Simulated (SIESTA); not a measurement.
ZnSe (Stilleite):

```
Se Zn
1.0
     0.00000    2.83380    2.83380
     2.83380    0.00000    2.83380
     2.83380    2.83380    0.00000
Se Zn
1 1
Direct
  0.75000 0.75000 0.75000
  0.00000 0.00000 0.00000
```

Base run:

```yaml
Program: SIESTA 5.4.2
Functional: RPBE
Potentials_or_basis: PseudoDojo 0.4 standard (PBE files)
Basis: DZP (energy shift 0.003 Ry; two zetas on semicore shells)
Grid_cutoff: 800 Ry
Energy_shift: 0.003 Ry
k_mesh: 8 × 8 × 8
Occupations: fermi-dirac, width 0.05 eV
Spin: no spin polarisation
```

Its results: band gap on the k mesh 1.78 eV, direct; pressure 5.2 GPa.

Q: The run is repeated on the same cell with these changes: functional from RPBE to vdW-DF-cx. What comes out?

A: Band gap on the k mesh 1.52 eV, direct; pressure 0.3 GPa.

Caveats: short orbitals over semicore shells can move pressures by several GPa; the valence orbitals were made in a potential fitted to the semicore shell under them, which widens gaps by tenths of an eV or more; the potentials were made for another functional, which shifts forces and pressure; the basis of atomic orbitals isn't converged, which shifts pressures, moduli and gaps.

Not every run made on this cell is shown here.
